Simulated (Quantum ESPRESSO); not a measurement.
NaCl in Quantum ESPRESSO: the effect of target pressure

NaCl:

```xyz
2
Lattice="0.0000 2.7941 2.7941 2.7941 0.0000 2.7941 2.7941 2.7941 0.0000" Properties=species:S:1:pos:R:3 pbc="T T T"
Cl    2.7941    2.7941    2.7941
Na    0.0000    0.0000    0.0000
```

The cell is a database's computed one.

Alike in all runs:

* Program: Quantum ESPRESSO 7.5
* Task: relaxation of cell and atoms
* Functional: LDA
* Potentials or basis: SSSP 1.3 efficiency PBE
* Cutoff: 857 eV
* Density cutoff: 6884 eV
* k mesh: 8 × 8 × 8
* Occupations: fermi-dirac, width 0.05 eV
* Spin: no spin polarisation

Each run relaxes the cell or the atoms first.

```tsv
target pressure	relaxed volume (Å³/atom)	gap on the mesh (eV)
0 GPa	20.54	4.98
2 GPa	?	?
5 GPa	18.27	5.52
10 GPa	16.90	5.94
20 GPa	15.19	6.60
30 GPa	14.07	6.63
```

**Question.** What does the run with target pressure 2 GPa give?

**Answer.** Relaxed volume 19.45 Å³/atom; gap on the mesh 5.22 eV.

Worked out: In Murnaghan's law V^(-B') rises as a straight line in P. The other rows fit best with B' = 4.0, V0 = 20.53 Å³/atom and B0 = 34 GPa, which gives 19.47 Å³/atom at 2 GPa, against the run's 19.45. A parabola through the other rows of the gap on the mesh, of slope 0.117 eV per GPa there, gives 5.20 eV, against the run's 5.22.

Caveats: the potentials were made for another functional, which shifts forces and pressure; the volume moved by over 15 % at a fixed basis, so the end points are rough (some runs).

A k mesh can miss the band edges.
